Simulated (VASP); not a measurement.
Given:

```
CELL_PARAMETERS angstrom
      1.79797    -3.11417     0.00000
      1.79797     3.11417     0.00000
      0.00000     0.00000     3.82715
ATOMIC_POSITIONS crystal
  Li 0.33333 0.66667 0.00000
  Li 0.66667 0.33333 0.00000
  Li 0.00000 0.00000 0.50000
  N  0.00000 0.00000 0.00000
```

These are PBE GGA, VASP's PBE PAW potentials (set 64) (plane waves; VASP) values and carry that method's errors. Numerical set-up: 520 eV cut-off, 7×7×6 Γ-centred mesh, Gaussian smearing of 0.050 eV, potentials Li_sv N.

Task: Give the stress tensor in GPa (positive for a compressed cell).

Result: 
```
1.84  0.00  0.00
0.00  1.84  0.00
0.00  0.00  1.82
```
The pressure is its mean diagonal, 1.83 GPa.

The compound is Li3N in the alpha structure. This cell is one point of a volume scan, at 0.97 of the reference volume.
